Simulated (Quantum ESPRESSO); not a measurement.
# Sb (I4/mmm) in Quantum ESPRESSO: further runs

The runs below take Sb through single point, with PBEsol.

Everything below comes from runs of Quantum ESPRESSO 7.5. Logs are shortened: lines on timing, memory, paths and dates and some standing lists are left out, and cuts for length are marked.

### 1 Starting point

The structure is tetragonal, space group I4/mmm (No. 139). The conventional cell has a = 3.219 Å, b = 3.219 Å, c = 4.742 Å, α = 90.00°, β = 90.00°, γ = 90.00°. Around Sb (site symmetry 4/mmm) lie 12 Sb at 3.22 to 3.29 Å.

This isn't the form of Sb at room conditions, which is rhombohedral.

### 2 Single point, PBEsol, 24.58 Å³/atom

Contents of pw.in:

```
&CONTROL
  calculation = 'scf'
  prefix = 'pwscf'
  outdir = './tmp'
  pseudo_dir = './pseudo'
  tprnfor = .true.
  tstress = .true.
  disk_io = 'nowf'
/
&SYSTEM
  ibrav = 0
  A = 3.28705877
  nat = 1
  ntyp = 1
  ecutwfc = 55
  ecutrho = 440
  nbnd = 13
  input_dft = 'pbesol'
  occupations = 'smearing'
  smearing = 'fd'
  degauss = 0.00367493
/
&ELECTRONS
  conv_thr = 2d-10
  electron_maxstep = 120
  mixing_beta = 0.5
/
ATOMIC_SPECIES
Sb   121.7600 sb_pbe_v1.4.uspp.F.UPF
CELL_PARAMETERS alat
   0.0000000000    0.6925318286    0.7213873215
   0.6925318286    0.0000000000    0.7213873215
   0.6925318286    0.6925318286    0.0000000000
ATOMIC_POSITIONS alat
Sb     0.0000000000    0.0000000000    0.0000000000
K_POINTS automatic
10 10 10 0 0 0
```

Potentials or basis: SSSP 1.3 efficiency PBE.

Started as:

```
> OMP_NUM_THREADS=1 pw.x -in pw.in > pw.out
```

pw.out:

```text
This program is part of the open-source Quantum ESPRESSO suite
     for quantum simulation of materials; please cite
         "P. Giannozzi et al., J. Phys.:Condens. Matter 21 395502 (2009);
         "P. Giannozzi et al., J. Phys.:Condens. Matter 29 465901 (2017);
         "P. Giannozzi et al., J. Chem. Phys. 152 154105 (2020);
     in publications or presentations arising from this work. More details at

     IMPORTANT: XC functional enforced from input :
     Exchange-correlation= PBESOL
                           (   1   4  10   8   0   0   0)
     Any further DFT definition will be discarded
     Please, verify this is what you really want

     Message from routine setup:
     using ibrav=0 with symmetry is DISCOURAGED, use correct ibrav instead

     G-vector sticks info
     --------------------
     sticks:   dense  smooth     PW     G-vecs:    dense   smooth      PW
     Sum        1157     579    183                25885     9129    1615

     Using Slab Decomposition

     bravais-lattice index     =            0
     lattice parameter (alat)  =       6.2116  a.u.
     unit-cell volume          =     165.8429 (a.u.)^3
     number of atoms/cell      =            1
     number of atomic types    =            1
     number of electrons       =        15.00
     number of Kohn-Sham states=           13
     kinetic-energy cutoff     =      55.0000  Ry
     charge density cutoff     =     440.0000  Ry
     scf convergence threshold =      2.0E-10
     mixing beta               =       0.5000
     number of iterations used =            8  plain     mixing
     Exchange-correlation= PBESOL
                           (   1   4  10   8   0   0   0)

     celldm(1)=   6.211641  celldm(2)=   0.000000  celldm(3)=   0.000000
     celldm(4)=   0.000000  celldm(5)=   0.000000  celldm(6)=   0.000000

     crystal axes: (cart. coord. in units of alat)
               a(1) = (   0.000000   0.692532   0.721387 )
               a(2) = (   0.692532   0.000000   0.721387 )
               a(3) = (   0.692532   0.692532   0.000000 )

     reciprocal axes: (cart. coord. in units 2 pi/alat)
               b(1) = ( -0.721988  0.721988  0.693109 )
               b(2) = (  0.721988 -0.721988  0.693109 )
               b(3) = (  0.721988  0.721988 -0.693109 )

     PseudoPot. # 1 for Sb read from file:
     sb_pbe_v1.4.uspp.F.UPF
     Pseudo is Ultrasoft + core correction, Zval = 15.0
     Generated by new atomic code, or converted to UPF format
     Using radial grid of  891 points,  6 beta functions with:
                l(1) =   0
                l(2) =   0
                l(3) =   1
                l(4) =   1
                l(5) =   2
                l(6) =   2
     Q(r) pseudized with  8 coefficients,  rinner =    1.350   1.350   1.350
                                                       1.350   1.350

     atomic species   valence    mass     pseudopotential
     Sb               15.00   121.76000     Sb( 1.00)

     16 Sym. Ops., with inversion, found

   Cartesian axes

     site n.     atom                  positions (alat units)
         1        Sb     tau(   1) = (   0.0000000   0.0000000   0.0000000  )

     number of k points=   102  Fermi-Dirac smearing, width (Ry)=  0.0037

     Number of k-points >= 100: set verbosity='high' to print them.

     Dense  grid:    25885 G-vectors     FFT dimensions: (  45,  45,  45)

     Smooth grid:     9129 G-vectors     FFT dimensions: (  30,  30,  30)

     Initial potential from superposition of free atoms

     starting charge      14.0000, renormalised to      15.0000
     Starting wfcs are    9 randomized atomic wfcs +    4 random wfcs

     Self-consistent Calculation

     iteration #  1     ecut=    55.00 Ry     beta= 0.50
     Davidson diagonalization with overlap
     ethr =  1.00E-02,  avg # of iterations =  5.6

     total energy              =    -184.34039225 Ry
     estimated scf accuracy    <       1.01110443 Ry

     iteration #  2     ecut=    55.00 Ry     beta= 0.50
     Davidson diagonalization with overlap
     ethr =  6.74E-03,  avg # of iterations =  2.0

     total energy              =    -184.54043577 Ry
     estimated scf accuracy    <       0.01148794 Ry

     iteration #  3     ecut=    55.00 Ry     beta= 0.50
     Davidson diagonalization with overlap
     ethr =  7.66E-05,  avg # of iterations =  3.7

     total energy              =    -184.54140498 Ry
     estimated scf accuracy    <       0.00124472 Ry

     iteration #  4     ecut=    55.00 Ry     beta= 0.50
     Davidson diagonalization with overlap
     ethr =  8.30E-06,  avg # of iterations =  2.7

     total energy              =    -184.54149944 Ry
     estimated scf accuracy    <       0.00000621 Ry

     iteration #  5     ecut=    55.00 Ry     beta= 0.50
     Davidson diagonalization with overlap
     ethr =  4.14E-08,  avg # of iterations =  3.0

     total energy              =    -184.54150277 Ry
     estimated scf accuracy    <       0.00000064 Ry

     iteration #  6     ecut=    55.00 Ry     beta= 0.50
     Davidson diagonalization with overlap
     ethr =  4.30E-09,  avg # of iterations =  2.0

     total energy              =    -184.54150284 Ry
     estimated scf accuracy    <          5.4E-09 Ry

     iteration #  7     ecut=    55.00 Ry     beta= 0.50
     Davidson diagonalization with overlap
     ethr =  3.58E-11,  avg # of iterations =  2.5

     total energy              =    -184.54150285 Ry
     estimated scf accuracy    <          9.8E-10 Ry

     iteration #  8     ecut=    55.00 Ry     beta= 0.50
     Davidson diagonalization with overlap
     ethr =  6.54E-12,  avg # of iterations =  2.0

     End of self-consistent calculation

     Number of k-points >= 100: set verbosity='high' to print the bands.

     the Fermi energy is    13.2523 ev

!    total energy              =    -184.54150285 Ry
     estimated scf accuracy    <          6.0E-12 Ry
     smearing contrib. (-TS)   =      -0.00042885 Ry
     internal energy E=F+TS    =    -184.54107399 Ry

     The total energy is F=E-TS. E is the sum of the following terms:
     one-electron contribution =     -65.21299164 Ry
     hartree contribution      =      42.65407919 Ry
     xc contribution           =     -43.70276715 Ry
     ewald contribution        =    -118.27939439 Ry

     convergence has been achieved in   8 iterations

     Forces acting on atoms (cartesian axes, Ry/au):

     atom    1 type  1   force =     0.00000000    0.00000000    0.00000000

     Total force =     0.000000     Total SCF correction =     0.000000

     Computing stress (Cartesian axis) and pressure

          total   stress  (Ry/bohr**3)                   (kbar)     P=       50.26
   0.00034031   0.00000000   0.00000000           50.06        0.00        0.00
   0.00000000   0.00034031  -0.00000000            0.00       50.06       -0.00
   0.00000000  -0.00000000   0.00034437            0.00       -0.00       50.66

=------------------------------------------------------------------------------=
   JOB DONE.
=------------------------------------------------------------------------------=
```

Wall time 23 s (1 thread of Arm Neoverse V1, shared host); peak memory 0.13 GiB.

Results:

| Quantity | Value |
| --- | --- |
| Free energy | -2510.8151 eV |
| Pressure | 5.0 GPa |
| Band gap on the k mesh | none (metal or under the smearing width) |

Caveat: the potentials were made for another functional, which shifts forces and pressure.

### 3 Single point, PBEsol, 25.61 Å³/atom

pw.in: that of step 2 with these lines changed.

```diff
@@ -11,3 +11,3 @@
   ibrav = 0
-  A = 3.28705877
+  A = 3.32007826
   nat = 1
@@ -30,5 +30,5 @@
 CELL_PARAMETERS alat
-   0.0000000000    0.6925318286    0.7213873215
-   0.6925318286    0.0000000000    0.7213873215
-   0.6925318286    0.6925318286    0.0000000000
+   0.0000000000    0.6999285828    0.7142128395
+   0.6999285828    0.0000000000    0.7142128395
+   0.6999285828    0.6999285828    0.0000000000
 ATOMIC_POSITIONS alat
```

Potentials or basis: SSSP 1.3 efficiency PBE.

Started as:

```
> OMP_NUM_THREADS=1 pw.x -in pw.in > pw.out
```

Run time: 22 s. Hardware: 1 thread of Arm Neoverse V1, shared host; peak memory 0.14 GiB.

Results (log left out):

- Free energy: -2510.8358 eV
- Pressure: 1.6 GPa
- Band gap on the k mesh: none (metal or under the smearing width)

Caveat: the potentials were made for another functional, which shifts forces and pressure.
